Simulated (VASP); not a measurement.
# Te2Mo: how numerical settings change the zone-centre modes, part 2 of 3

How far do the zone-centre frequencies of Te2Mo depend on the numerical settings? The starting structure is a measured crystal structure from the Crystallography Open Database.

VASP 6.6.1.

The database entry behind the starting cell has ideal inner coordinates that were not refined, so it need not match the best structure at ambient conditions.

### 2. Reference modes (continued)

Level of this step: LDA; plane waves and PAW (Te, Mo_sv) (VASP).

OUTCAR, selected parts (step 2):

```text
ion  position               nearest neighbor table
   1  0.667  0.333  0.381-   6 2.69   6 2.69   6 2.69   3 3.60
   2  0.333  0.667  0.881-   5 2.69   5 2.69   5 2.69   4 3.60
   3  0.667  0.333  0.119-   6 2.69   6 2.69   6 2.69   1 3.60
   4  0.333  0.667  0.619-   5 2.69   5 2.69   5 2.69   2 3.60
   5  0.667  0.333  0.750-   2 2.69   4 2.69   2 2.69   4 2.69   2 2.69   4 2.69
   6  0.333  0.667  0.250-   1 2.69   3 2.69   1 2.69   3 2.69   1 2.69   3 2.69

  LATTYP: Found a hexagonal cell.
 ALAT       =     3.4743468299
 C/A-ratio  =     3.9630045813

 Subroutine GETGRP returns: Found 24 space group operations
 (whereof 12 operations were pure point group operations)

The static configuration has the point symmetry D_3d.
 The point group associated with its full space group is D_6h.

 Found     20 irreducible k-points:

   k-points           NKPTS =     20   k-points in BZ     NKDIM =     20   number of bands    NBANDS=     32

   dimension x,y,z NGX =    24 NGY =   24 NGZ =   96
   dimension x,y,z NGXF=    48 NGYF=   48 NGZF=  192

   ENCUT  =  450.0 eV  33.07 Ry    5.75 a.u.   6.01  6.01 23.82*2*pi/ulx,y,z

   NELECT =      52.0000    total number of electrons

 k-points in reciprocal lattice and weights: Automatic mesh
   0.00000000  0.00000000  0.00000000       0.008
   0.12500000  0.00000000  0.00000000       0.047
   0.25000000  0.00000000  0.00000000       0.047
   0.37500000  0.00000000  0.00000000       0.047
   0.50000000  0.00000000  0.00000000       0.023
   0.12500000  0.12500000  0.00000000       0.047
   0.25000000  0.12500000  0.00000000       0.094
   0.37500000  0.12500000  0.00000000       0.094
   0.25000000  0.25000000  0.00000000       0.047
[...]
0.25000000  0.25000000  0.50000000       0.047
   0.37500000  0.25000000  0.50000000       0.047

 average (electrostatic) potential at core
       1 -86.4591       2 -86.4591       3 -86.4591       4 -86.4591       5 -72.9641
       6 -72.9641

  Total       -0.0032883     -0.0032883     -0.0003861     -0.0000000      0.0000000     -0.0000000
  in kB       -0.0366021     -0.0366021     -0.0042977     -0.0000000      0.0000000     -0.0000000
  external PRESSURE =      -0.0258340 kB  Pullay stress =       0.0000000 kB

  energy-cutoff  :      450.00
  volume of cell :      143.94
      direct lattice vectors                 reciprocal lattice vectors
     3.474346830  0.000000000  0.000000000     0.287823884  0.166175197  0.000000000
    -1.737173415  3.008872616  0.000000000     0.000000000  0.332350394  0.000000000
     0.000000000  0.000000000 13.768852404     0.000000000  0.000000000  0.072627694

 POSITION                                       TOTAL-FORCE (eV/Angst)
 -----------------------------------------------------------------------------------
      1.73717      1.00296      5.24142         0.000000      0.000000      0.001819
     -0.00000      2.00592     12.12585         0.000000     -0.000000      0.001819
      1.73717      1.00296      1.64301         0.000000      0.000000     -0.001819
     -0.00000      2.00592      8.52743         0.000000      0.000000     -0.001819
      1.73717      1.00296     10.32664         0.000000     -0.000000      0.000000
     -0.00000      2.00592      3.44221        -0.000000      0.000000      0.000000
 -----------------------------------------------------------------------------------
    total drift:                                0.000000     -0.000000      0.000000

 MACROSCOPIC STATIC DIELECTRIC TENSOR (including local field effects in DFT)
 ------------------------------------------------------
          20.376652     0.000000    -0.000000
           0.000000    20.376652     0.000000
           0.000000    -0.000000    12.373279
 ------------------------------------------------------

 PIEZOELECTRIC TENSOR (including local field effects)  for field in x, y, z        (C/m^2)
          XX          YY          ZZ          XY          YZ          ZX
  --------------------------------------------------------------------------------
  x     0.00000     0.00000     0.00000     0.00000     0.00000     0.00000
  y     0.00000     0.00000     0.00000     0.00000     0.00000     0.00000
  z     0.00000     0.00000     0.00000     0.00000     0.00000     0.00000

 BORN EFFECTIVE CHARGES (including local field effects) (in |e|, cummulative output)
 ---------------------------------------------------------------------------------
 ion    1
    1     1.64870     0.00000     0.00000
    2     0.00000     1.64870     0.00000
    3    -0.00000     0.00000     0.94471
 ion    2
    1     1.64870     0.00000     0.00000
    2     0.00000     1.64870    -0.00000
    3     0.00000    -0.00000     0.94471
 ion    3
    1     1.64870     0.00000     0.00000
    2     0.00000     1.64870    -0.00000
    3     0.00000    -0.00000     0.94471
 ion    4
    1     1.64870     0.00000     0.00000
    2     0.00000     1.64870     0.00000
    3    -0.00000     0.00000     0.94471
 ion    5
    1    -3.29740    -0.00000     0.00000
    2    -0.00000    -3.29740     0.00000
    3     0.00000    -0.00000    -1.88943
 ion    6
    1    -3.29740    -0.00000     0.00000
    2    -0.00000    -3.29740     0.00000
    3    -0.00000    -0.00000    -1.88943

 Eigenvectors and eigenvalues of the dynamical matrix
 ----------------------------------------------------

   1 f  =    8.888750 THz    55.849661 2PiTHz  296.496772 cm-1    36.760898 meV
             X         Y         Z           dx          dy          dz
      1.737173  1.002958  5.241420    -0.000000   -0.000000   -0.262155
     -0.000000  2.005915 12.125846    -0.000000   -0.000000    0.262155
      1.737173  1.002958  1.643007    -0.000000   -0.000000   -0.262155
     -0.000000  2.005915  8.527433    -0.000000   -0.000000    0.262155
      1.737173  1.002958 10.326639    -0.000000   -0.000000   -0.602121
     -0.000000  2.005915  3.442213     0.000000    0.000000    0.602121

   2 f  =    8.688188 THz    54.589496 2PiTHz  289.806759 cm-1    35.931443 meV
             X         Y         Z           dx          dy          dz
      1.737173  1.002958  5.241420    -0.000000    0.000000    0.261408
     -0.000000  2.005915 12.125846    -0.000000    0.000000    0.261408
      1.737173  1.002958  1.643007    -0.000000    0.000000    0.261408
     -0.000000  2.005915  8.527433    -0.000000    0.000000    0.261408
      1.737173  1.002958 10.326639    -0.000000    0.000000   -0.602770
     -0.000000  2.005915  3.442213     0.000000   -0.000000   -0.602770

   3 f  =    7.160393 THz    44.990075 2PiTHz  238.844997 cm-1    29.612992 meV
             X         Y         Z           dx          dy          dz
      1.737173  1.002958  5.241420     0.240140    0.097625   -0.000000
     -0.000000  2.005915 12.125846    -0.240140   -0.097625    0.000000
      1.737173  1.002958  1.643007     0.240140    0.097625    0.000000
     -0.000000  2.005915  8.527433    -0.240140   -0.097625    0.000000
      1.737173  1.002958 10.326639     0.560134    0.227714   -0.000000
     -0.000000  2.005915  3.442213    -0.560134   -0.227714    0.000000

   4 f  =    7.160393 THz    44.990075 2PiTHz  238.844997 cm-1    29.612992 meV
             X         Y         Z           dx          dy          dz
      1.737173  1.002958  5.241420    -0.097625    0.240140   -0.000000
     -0.000000  2.005915 12.125846     0.097625   -0.240140   -0.000000
      1.737173  1.002958  1.643007    -0.097625    0.240140    0.000000
     -0.000000  2.005915  8.527433     0.097625   -0.240140    0.000000
      1.737173  1.002958 10.326639    -0.227714    0.560134    0.000000
     -0.000000  2.005915  3.442213     0.227714   -0.560134    0.000000

   5 f  =    7.157395 THz    44.971239 2PiTHz  238.744996 cm-1    29.600594 meV
             X         Y         Z           dx          dy          dz
      1.737173  1.002958  5.241420    -0.242092   -0.098418   -0.000000
     -0.000000  2.005915 12.125846    -0.242092   -0.098418   -0.000000
      1.737173  1.002958  1.643007    -0.242092   -0.098418    0.000000
     -0.000000  2.005915  8.527433    -0.242092   -0.098418    0.000000
      1.737173  1.002958 10.326639     0.558452    0.227029    0.000000
     -0.000000  2.005915  3.442213     0.558452    0.227029    0.000000

   6 f  =    7.157395 THz    44.971239 2PiTHz  238.744996 cm-1    29.600594 meV
             X         Y         Z           dx          dy          dz
      1.737173  1.002958  5.241420    -0.098418    0.242092   -0.000000
     -0.000000  2.005915 12.125846    -0.098418    0.242092    0.000000
      1.737173  1.002958  1.643007    -0.098418    0.242092    0.000000
     -0.000000  2.005915  8.527433    -0.098418    0.242092   -0.000000
      1.737173  1.002958 10.326639     0.227029   -0.558452    0.000000
     -0.000000  2.005915  3.442213     0.227029   -0.558452    0.000000

   7 f  =    5.337322 THz    33.535381 2PiTHz  178.033888 cm-1    22.073379 meV
             X         Y         Z           dx          dy          dz
      1.737173  1.002958  5.241420    -0.000000    0.000000   -0.500000
     -0.000000  2.005915 12.125846     0.000000    0.000000   -0.500000
      1.737173  1.002958  1.643007     0.000000    0.000000    0.500000
     -0.000000  2.005915  8.527433     0.000000    0.000000    0.500000
      1.737173  1.002958 10.326639    -0.000000   -0.000000    0.000000
     -0.000000  2.005915  3.442213    -0.000000    0.000000   -0.000000

   8 f  =    5.231001 THz    32.867350 2PiTHz  174.487417 cm-1    21.633673 meV
             X         Y         Z           dx          dy          dz
      1.737173  1.002958  5.241420     0.000000   -0.000000   -0.500000
     -0.000000  2.005915 12.125846     0.000000   -0.000000    0.500000
      1.737173  1.002958  1.643007    -0.000000    0.000000    0.500000
     -0.000000  2.005915  8.527433     0.000000    0.000000   -0.500000
      1.737173  1.002958 10.326639    -0.000000    0.000000   -0.000000
     -0.000000  2.005915  3.442213     0.000000    0.000000   -0.000000

   9 f  =    3.634334 THz    22.835195 2PiTHz  121.228337 cm-1    15.030391 meV
             X         Y         Z           dx          dy          dz
      1.737173  1.002958  5.241420     0.463187    0.188303    0.000000
     -0.000000  2.005915 12.125846     0.463187    0.188303   -0.000000
      1.737173  1.002958  1.643007    -0.463187   -0.188303   -0.000000
     -0.000000  2.005915  8.527433    -0.463187   -0.188303    0.000000
      1.737173  1.002958 10.326639    -0.000000    0.000000    0.000000
     -0.000000  2.005915  3.442213     0.000000    0.000000    0.000000

  10 f  =    3.634334 THz    22.835195 2PiTHz  121.228337 cm-1    15.030391 meV
             X         Y         Z           dx          dy          dz
      1.737173  1.002958  5.241420    -0.188303    0.463187   -0.000000
     -0.000000  2.005915 12.125846    -0.188303    0.463187    0.000000
      1.737173  1.002958  1.643007     0.188303   -0.463187    0.000000
     -0.000000  2.005915  8.527433     0.188303   -0.463187   -0.000000
      1.737173  1.002958 10.326639    -0.000000   -0.000000   -0.000000
     -0.000000  2.005915  3.442213    -0.000000    0.000000   -0.000000

  11 f  =    3.559301 THz    22.363751 2PiTHz  118.725517 cm-1    14.720081 meV
             X         Y         Z           dx          dy          dz
      1.737173  1.002958  5.241420    -0.463186   -0.188304   -0.000000
     -0.000000  2.005915 12.125846     0.463186    0.188304    0.000000
      1.737173  1.002958  1.643007     0.463186    0.188304    0.000000
     -0.000000  2.005915  8.527433    -0.463186   -0.188304   -0.000000
      1.737173  1.002958 10.326639    -0.000000   -0.000000   -0.000000
     -0.000000  2.005915  3.442213    -0.000000   -0.000000   -0.000000

  12 f  =    3.559301 THz    22.363751 2PiTHz  118.725517 cm-1    14.720081 meV
             X         Y         Z           dx          dy          dz
      1.737173  1.002958  5.241420    -0.188304    0.463186   -0.000000
     -0.000000  2.005915 12.125846     0.188304   -0.463186    0.000000
      1.737173  1.002958  1.643007     0.188304   -0.463186    0.000000
     -0.000000  2.005915  8.527433    -0.188304    0.463186   -0.000000
      1.737173  1.002958 10.326639    -0.000000   -0.000000    0.000000
     -0.000000  2.005915  3.442213    -0.000000    0.000000   -0.000000

  13 f  =    1.152676 THz     7.242475 2PiTHz   38.449122 cm-1     4.767081 meV
             X         Y         Z           dx          dy          dz
      1.737173  1.002958  5.241420    -0.000000   -0.000000    0.425764
     -0.000000  2.005915 12.125846     0.000000    0.000000   -0.425764
      1.737173  1.002958  1.643007    -0.000000   -0.000000    0.425764
     -0.000000  2.005915  8.527433     0.000000    0.000000   -0.425764
      1.737173  1.002958 10.326639     0.000000    0.000000   -0.370743
     -0.000000  2.005915  3.442213    -0.000000   -0.000000    0.370743
    [... 43 further lines ...]
      1.737173  1.002958 10.326639    -0.000000    0.000000    0.369687
     -0.000000  2.005915  3.442213    -0.000000    0.000000    0.369687

 MACROSCOPIC STATIC DIELECTRIC TENSOR IONIC CONTRIBUTION
 ------------------------------------------------------
           1.870521     0.000000     0.000000
           0.000000     1.870521    -0.000000
           0.000000    -0.000000     0.416783
 ------------------------------------------------------

 ELASTIC MODULI CONTR FROM IONIC RELAXATION (kBar)
 Direction    XX          YY          ZZ          XY          YZ          ZX
 --------------------------------------------------------------------------------
 XX        -332.3931   -184.4599   -669.8634     -0.0000      0.0000     -0.0000
 YY        -184.4599   -332.3931   -669.8634     -0.0000     -0.0000      0.0000
 ZZ        -669.8634   -669.8634  -1736.3425     -0.0000      0.0000     -0.0000
 XY          -0.0000     -0.0000     -0.0000    -73.9666     -0.0000      0.0000
 YZ          -0.0000      0.0000      0.0000     -0.0000   -866.9242     -0.0000
 ZX          -0.0000      0.0000     -0.0000     -0.0000     -0.0000   -612.0733
 --------------------------------------------------------------------------------

 PIEZOELECTRIC TENSOR IONIC CONTR  for field in x, y, z        (C/m^2)
          XX          YY          ZZ          XY          YZ          ZX
  --------------------------------------------------------------------------------
  x     0.00000     0.00000     0.00000    -0.00000    -0.00000     0.00000
  y     0.00000    -0.00000    -0.00000    -0.00000     0.00000    -0.00000
  z     0.00000    -0.00000    -0.00000    -0.00000     0.00000    -0.00000
```

Energies printed during the response cycles are not total energies of the cell.

Reference: the zone-centre modes are B1g (2) 296.5, A2u 289.8, A1g 178.0, B2u 174.5, E1g 121.2, E2u 118.7, B1g (1) 38.4, E2g 29.0 cm⁻¹ (levels within 1 cm⁻¹ of another are left out).

### 3. Modes with a 4×4×1 mesh

Against step 2 the input has a 4×4×1 mesh (also changed: KPAR).

The input, INCAR:

```
SYSTEM = Te2Mo
PREC = Accurate
ENCUT = 450
EDIFF = 1E-08
NELM = 100
ISMEAR = 0
SIGMA = 0.03
LREAL = .FALSE.
ALGO = Normal
GGA = CA
NBANDS = 32
LORBIT = 11
LWAVE = .FALSE.
LCHARG = .FALSE.
KPAR = 2
IBRION = 8
LEPSILON = .TRUE.
ISIF = 2
```

The input, POSCAR:

```
Te2Mo
1.0
    3.4743468299      0.0000000000      0.0000000000
   -1.7371734149      3.0088726162      0.0000000000
    0.0000000000      0.0000000000     13.7688524040
Te Mo
4 2
Direct
    0.6666666667      0.3333333333      0.3806722167
    0.3333333333      0.6666666667      0.8806722167
    0.6666666667      0.3333333333      0.1193277833
    0.3333333333      0.6666666667      0.6193277833
    0.6666666667      0.3333333333      0.7500000000
    0.3333333333      0.6666666667      0.2500000000
```

The input, KPOINTS:

```
Automatic mesh
0
Gamma
4 4 1
0 0 0
```

The projector-augmented-wave data sets are Te and Mo_sv (LDA family, release 64).

Launch:

```console
> mpirun -np 4 vasp_std
```

Log:

```text
[banner, memory and clock lines left out]
running    4 mpi-ranks, on    1 nodes
[...]
LDA part: xc-table for (Slater(with rela. corr.)+CA(PZ))
 , standard interpolation
 POSCAR, INCAR and KPOINTS ok, starting setup
[...]
entering main loop
       N       E                     dE             d eps       ncg     rms          rms(c)
DAV:   1     0.394084812432E+03    0.39408E+03   -0.25283E+04   304   0.131E+03
DAV:   2    -0.180891391025E+02   -0.41217E+03   -0.40142E+03   320   0.340E+02
DAV:   3    -0.420594721288E+02   -0.23970E+02   -0.23121E+02   320   0.690E+01
DAV:   4    -0.426577459844E+02   -0.59827E+00   -0.59443E+00   288   0.115E+01
[...]
DAV:  16    -0.413194431168E+02    0.50761E-06   -0.90865E-07   320   0.534E-03    0.104E-02
DAV:  17    -0.413194430086E+02    0.10822E-06   -0.38019E-07   336   0.286E-03    0.189E-03
DAV:  18    -0.413194430009E+02    0.77180E-08   -0.25262E-08   224   0.809E-04
   1 F= -.41319443E+02 E0= -.41319443E+02  d E =-.792598E-20
[...]
RMM:  18    -0.687195033651E+00   -0.16723E-08   -0.87130E-08  1128   0.141E-05    0.249E-05
 first order change of Fermi-energy  -0.72011E-04
 force on displaced ion       5 direction 1 : -14.759   0.007   0.000
 Born effective charge ion    5 direction 1 :  -2.983   0.000   0.000
 Linear response progress:
  Degree of freedom:   4/  4
       N       E                     dE             d eps       ncg     rms          rms(c)
RMM:   1    -0.991421069525E+00   -0.99142E+00    0.73408E-01   300   0.223E+01
RMM:   2    -0.818908211973E+00    0.17251E+00   -0.28958E-01   367   0.277E+00    0.153E-01
RMM:   3    -0.824546400572E+00   -0.56382E-02   -0.20791E-02   418   0.643E-01    0.786E-02
RMM:   4    -0.823926483364E+00    0.61992E-03   -0.36378E-04   460   0.110E-01    0.410E-02
[...]
RMM:  12    -0.823661097577E+00   -0.46299E-07    0.56292E-08   495   0.416E-05    0.142E-05
RMM:  13    -0.823661066110E+00    0.31467E-07   -0.14314E-08   496   0.228E-05    0.582E-06
RMM:  14    -0.823661063301E+00    0.28097E-08   -0.20460E-08   520   0.131E-05    0.272E-06
 first order change of Fermi-energy   0.86758E-06
 force on displaced ion       5 direction 3 :   0.000   0.000 -21.955
 Born effective charge ion    5 direction 3 :  -0.000   0.000  -1.604
 Born effective charges drift removed
 Linear response finished
```

The job ended after 64 s (4 MPI ranks of AMD EPYC 9R45, shared host; peak memory 0.84 GiB; 4.2 min of CPU time).

OUTCAR, selected parts (step 3):

```text
  Total       -0.2263195     -0.2263195      0.3643389     -0.0000000      0.0000000      0.0000000
  in kB       -2.5191724     -2.5191724      4.0554718     -0.0000000      0.0000000      0.0000000
  external PRESSURE =      -0.3276244 kB  Pullay stress =       0.0000000 kB

 POSITION                                       TOTAL-FORCE (eV/Angst)
 -----------------------------------------------------------------------------------
      1.73717      1.00296      5.24142        -0.000000     -0.000000     -0.046891
     -0.00000      2.00592     12.12585        -0.000000     -0.000000     -0.046891
      1.73717      1.00296      1.64301        -0.000000      0.000000      0.046891
     -0.00000      2.00592      8.52743        -0.000000     -0.000000      0.046891
      1.73717      1.00296     10.32664        -0.000000     -0.000000      0.000000
     -0.00000      2.00592      3.44221         0.000000     -0.000000      0.000000
 -----------------------------------------------------------------------------------
    total drift:                                0.000000     -0.000000      0.000000

 MACROSCOPIC STATIC DIELECTRIC TENSOR (including local field effects in DFT)
 ------------------------------------------------------
          17.202269     0.000000     0.000000
           0.000000    17.202269     0.000000
           0.000000     0.000000    15.153144
 ------------------------------------------------------

 MACROSCOPIC STATIC DIELECTRIC TENSOR IONIC CONTRIBUTION
 ------------------------------------------------------
           1.746598     0.000000    -0.000000
           0.000000     1.746598    -0.000000
          -0.000000    -0.000000     0.198427
 ------------------------------------------------------

[... 1 part as in an earlier step ...]

[... 1 further part left out ...]
```

With a 4×4×1 mesh the compared modes are at the top B1g (2) 294.9, A2u 289.0 cm⁻¹, at the bottom B1g (1) 38.9, E2g 27.3 cm⁻¹, with 4 more of the listed ones between; the largest shift among the levels compared is +3.6 cm⁻¹, in A1g, from the reference.

(Part 2 of 3 ends here.)

[Lines on the potential files, build, host, timing and source positions are cut from VASP's logs without a mark.]

[Logs are printed without paths, hosts, clocks, repeated set-up lines and the standing remarks that a program may print on its own settings, such as how far it seeks lower states.]

[Hosts, paths, dates, database ids (printed as entryN), source tags and the programs' standing remarks are cut or masked in the printed files.]
